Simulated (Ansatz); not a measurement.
BaSnO$_{3}$:
```
BaSnO3
1.0
    4.17601     0.00000     0.00000
    0.00000     4.17601     0.00000
    0.00000     0.00000     4.17601
Sn Ba O
1 1 3
Cartesian
  0.00000   0.00000   0.00000
  2.08801   2.08801   2.08801
  2.08801   0.00000   0.00000
  0.00000   2.08801   0.00000
  0.00000   0.00000   2.08801
```

Relaxed with PBE in the plane-wave PAW code Ansatz. Indices refer to the conventional cell of Pm-3m, a = b = c = 4.1760 Å, α = β = γ = 90.00°.

Q: Simulate the powder diffraction pattern (Ag Kα, λ = 0.560885 Å; lines above 1 %) up to 2θ = 30°.

A: Simulated powder pattern, Ag Kα, λ = 0.560885 Å (kinematic, ideal powder, no thermal factors, no anomalous dispersion; the 30 strongest lines at most, above 1 %, up to 2θ = 30°):

```
2θ (°)  d (Å)  I/Imax (%)    hkl
------  -----  ----------  -----
10.90   2.953         100  (110)
13.36   2.411         2.8  (111)
15.44   2.088          33  (200)
18.94   1.705          47  (211)
21.90   1.476          23  (220)
24.52   1.321          22  (310)
26.90   1.206         7.7  (222)
29.11   1.116          25  (321)
```

Symmetry was held in the PBE relaxation. At this level the phase is dynamically unstable (imaginary phonons). Scalar-relativistic: spin–orbit coupling is off unless named, which matters more the heavier the elements.

Potentials: the later of the program's two PAW sets.
